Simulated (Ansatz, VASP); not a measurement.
ZrSi2: VASP beside Ansatz

```xyz
3
Lattice="-1.7108 1.7108 4.2028 1.7108 -1.7108 4.2028 1.7108 1.7108 -4.2028" Properties=species:S:1:pos:R:3 pbc="T T T"
Si    0.0000    0.0000    2.7991
Si    0.0000    0.0000    5.6065
Zr    0.0000    0.0000    0.0000
```

Alike in both runs: task single point; functional PBEsol; k mesh 8 × 8 × 8; occupations gaussian, width 0.1 eV; no spin polarisation.

|  | VASP | Ansatz |
| --- | --- | --- |
| version | VASP 6.6.1 | Ansatz 0.2.0 |
| potentials or method | VASP PAW PBE potentials, release 64 (Si, Zr_sv) | scalar-relativistic, plane waves, PAW |
| plane-wave cutoff (eV) | 520 | 420 |
| valence electrons in the cell | 20 | 20 |

VASP gave:

| Quantity | Value |
| --- | --- |
| gap on the k mesh at the Fermi level (eV) | none |
| pressure (GPa) | 1.2 |
| largest component of the traceless stress (GPa) | 4.55 |
| rms of the force components (eV/Å) | 0.246 |

Question: Which values does Ansatz return?

Answer: gap on the k mesh at the Fermi level (eV): none; pressure (GPa): 1.0; largest component of the traceless stress (GPa): 4.53; rms of the force components (eV/Å): 0.244.

Atom by atom the forces differ by 0.002 eV/Å (rms over components). A gap of «none» marks a metal or a gap that the smearing closes. The functional is the same, so the differences come from potentials, cutoffs and numerics.

Caveats: the PAW data sets were made with another functional, which shifts forces and pressure a little (VASP).
